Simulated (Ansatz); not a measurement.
# BeS (F-43m) in Ansatz: reference runs

How does BeS come out in PBEsol? The cell is run as given.

Program: Ansatz 0.2.0. These are calculated values, not measurements. Logs are shortened: lines on timing, memory, paths and dates and some standing lists are left out, and cuts for length are marked.

## 1. Starting point

Symmetry: F-43m, No. 216, cubic system. Conventional cell: a = 4.850 Å, b = 4.850 Å, c = 4.850 Å, α = 90.00°, β = 90.00°, γ = 90.00°. S (site symmetry -43m) is surrounded by 4 Be at 2.10 Å. Be (site symmetry -43m) is surrounded by 4 S at 2.10 Å.

## 2. Single point, PBEsol

The input, input.yaml:

```yaml
crystal:
  lattice:
    - [0.0, 2.425, 2.425]
    - [2.425, 0.0, 2.425]
    - [2.425, 2.425, 0.0]
  atoms:
    - { symbol: S, position: [0.75, 0.75, 0.75] }
    - { symbol: Be, position: [0.0, 0.0, 0.0] }
hamiltonian:
  xc: pbesol
  pseudopotentials: { kind: paw }
kpoints:
  mp_grid: { grid: [9, 9, 9] }
scf:
  occupations: { method: fermi_dirac, width: 0.05 }
output:
  forces: true
  stress: true
  eigenvalues: true
  write_density: true
  write_potential: true
  elf: true
  volumetric_format: npy
```

Potentials or basis: Ansatz PAW.

The run is started by

```console
> ansatz run input.yaml --threads 2 --pin off --max-ram 5632MiB --backend cpu --events-out ev --progress --plain --runs-dir out
```

Output:

```text
Warning: RAYON_NUM_THREADS=2 ignored (pool sized by the plan → 2); use --threads N
Engine: ansatz 0.2.0, x86_64-unknown-linux-gnu
Pseudopotentials: kind: paw
Pseudopotential: S, paw, valence charge 6, recommended cutoff 420 eV (normal), S.paw.azcp
Pseudopotential: Be, paw, valence charge 2, recommended cutoff 420 eV (normal), Be.paw.azcp
Functional definition: PBEsol
  exchange = pbesol_x
  correlation = pbesol_c
Crystal: 2 atoms, lattice volume = 28.521 Å³
Basis set: ecut = 420 eV, 537 PW (Γ), exchange–correlation on 48×48×48 points (8 copies of the dense FFT grid, shifted against one another)
Bands: 8, of which v1, the nominal top of the filled ones, is band 4 counted from 1 (3 counted from 0)
Symmetry: 24 space group operations
Space group: F-43m (ITA 216), of the structure as read, at distance tolerance 3.1e-5 Å
k-points: 35 of 729 (time reversal used)
Non-local potential: S, projectors of the file, l = 0: 2, l = 1: 2, l = 2: 2
Non-local potential: Be, projectors of the file, l = 0: 2, l = 1: 2, l = 2: 1
PAW form: soft (Blöchl's): semilocal exchange-correlation on the pseudo side does not see the compensation charge
PAW frozen core: S, regenerated for the run's functional, and the local potential with it (the file was generated under x = pbe(κ = 0.804, μ = 0.2195149727645171), c = pbe(β = 0.06672455060314922))
PAW frozen core: Be, regenerated for the run's functional, and the local potential with it (the file was generated under x = pbe(κ = 0.804, μ = 0.2195149727645171), c = pbe(β = 0.06672455060314922))
PAW one-centre angular grid: S, 110 points (default); XC on 64 Gauss nodes
PAW one-centre angular grid: Be, 110 points (default); XC on 64 Gauss nodes
Initial density: superposition of atomic densities (neutral atoms: chi_scale 0, normalization atom), corrected by the library's trained network
Initial wavefunctions: pseudopotential atomic-orbital guess
Functional: x = pbesol(κ = 0.804, μ = 0.12345679012345678), c = pbesol(β = 0.046)
SCF iter   1: F=—  HF=-977.444962 eV  |F-HF|=—  |Δ(HF+E_count)|=         —  Δρ=3.47e-3  dr2=4.69e-3  ethr=1.77e-3  ⟨swp⟩=5.1  Hψ=2281  notcnv=0
preconditioner: auto → none  [insulator: Δε(μ)=2.981 eV  Ē_g=12.694 eV  σ=0.050 eV  W_gap=1.00  n_scr=0 (ndim 8)  ℏωp=19.7 eV  f_vac=0.000  D(μ)=0.00/eV (n_scr^D=0)  ε∞_Penn≈3.4]
SCF iter   2: F=—  HF=-977.443531 eV  |F-HF|=—  |Δ(HF+E_count)|=   1.43e-3  Δρ=1.16e-3  dr2=4.22e-4  ethr=5.87e-5  ⟨swp⟩=1.9  Hψ=661  notcnv=0
SCF iter   3: F=—  HF=-977.443595 eV  |F-HF|=—  |Δ(HF+E_count)|=   6.43e-5  Δρ=2.71e-4  dr2=1.39e-5  ethr=5.28e-6  ⟨swp⟩=2.0  Hψ=416  notcnv=0
SCF iter   4: F=—  HF=-977.443624 eV  |F-HF|=—  |Δ(HF+E_count)|=   2.94e-5  Δρ=3.69e-5  dr2=4.03e-7  ethr=1.74e-7  ⟨swp⟩=1.9  Hψ=392  notcnv=0
SCF iter   5: F=—  HF=-977.443625 eV  |F-HF|=—  |Δ(HF+E_count)|=   3.02e-7  Δρ=4.88e-5  dr2=9.20e-7  ethr=5.04e-9  ⟨swp⟩=2.0  Hψ=420  notcnv=0
SCF iter   6: F=-977.443624 eV  HF=-977.443624 eV  |F-HF|=9.89e-12  |Δ(HF+E_count)|=   3.29e-7  Δρ=9.22e-7  dr2=2.04e-10  ethr=1.25e-9  ⟨swp⟩=6.0  Hψ=1495  notcnv=0
SCF 1 converged in 6 iterations: F = -977.443624 eV  dr2 = 2.04e-10
SCF converged after 6 iterations
Free energy (F): -977.443624 eV
Harris-Foulkes:  -977.443624 eV  (|F-HF|=9.89e-12)
Internal energy: -977.443624 eV  (E = F + TS)
E sigma→0 (E₀):  -977.443624 eV
Fermi energy:    6.802045 eV
--- Per-component energies (eV) ---
  E_band       = 0.974302
  E_kinetic    = 127.936950
  E_local      = -115.145931  (includes V_loc(G=0)·N_el)
  E_nonlocal   = 32.897275
  E_hartree    = 35.163341
  E_xc         = -116.078914
  E_vxc        = -108.667331  (∫ρ·V_xc dr)
  E_paw        = -641.467436  (= ΣΔE_a)
  E_vpaw       = -6.373258  (= ΣTr[D̂ρ^β])
  E_aug_tail   = 0.000001  (compensation charges beyond the density's cutoff)
  E_ewald      = -300.820390
  E_core_change = 0.071481  (= ΣΔE_core)
  E_smearing   = -0.000000  (= −TS)
  E_closure    = -0.000000  (closes the sum)
  Σ components = -977.443624   (vs F -977.443624, Δ=0.00e0)
--- Forces (eV/Å), atoms counted from 1 ---
  atom   1  S     -0.00000000     0.00000000    -0.00000000
  atom   2  Be    -0.00000000     0.00000000     0.00000000
  max |Σ_I F_I| component: 3.96e-16 eV/Å
--- Stress (GPa, compression-positive) ---
       -0.712367      -0.000000       0.000000
       -0.000000      -0.712367       0.000000
        0.000000       0.000000      -0.712367
  P = ⅓ Tr σ = -0.7124 GPa (-7.124 kbar)
--- Band table (eV; the first three rows and the last of 35) ---
  k-point 0: bands = ["-8.4115", "5.3014", "5.3014", "5.3014", "10.8844", "10.8844", "10.8844", "11.0070"]
  k-point 1: bands = ["-8.2696", "4.2965", "5.1382", "5.1382", "10.7864", "11.1753", "11.1753", "12.1162"]
  k-point 2: bands = ["-7.8698", "2.4213", "4.7885", "4.7885", "10.7429", "11.6947", "11.6947", "13.9903"]
  k-point 34: bands = ["-6.2279", "0.8240", "1.4764", "2.2290", "11.4093", "12.7218", "13.5571", "15.1436"]
```

Wall time 0.44 s (2 threads of Intel Xeon 6975P-C (Granite Rapids), shared host); peak memory 0.34 GiB.

What came out:

```
Free energy            : -977.4436 eV
Pressure               : -0.7 GPa
Band gap on the k mesh : 3.02 eV, indirect (least direct gap 5.58 eV)
```

Levels at points of the mesh, in eV from the valence-band top:
| k point | band 1 | band 2 | band 3 | band 4 | band 5 | band 6 | band 7 | band 8 |
| --- | --- | --- | --- | --- | --- | --- | --- | --- |
| (0.00, 0.00, 0.00) | -13.71 | 0.00 | 0.00 | 0.00 | 5.58 | 5.58 | 5.58 | 5.71 |

Caveat: odd divisions of the mesh miss points on the zone boundary, where band edges often lie, so the gap on the mesh can be too wide; the PAW data sets come from PBE, with cores solved anew for the run's functional, which leaves a small shift of forces and pressure. A k mesh can miss the band edges.
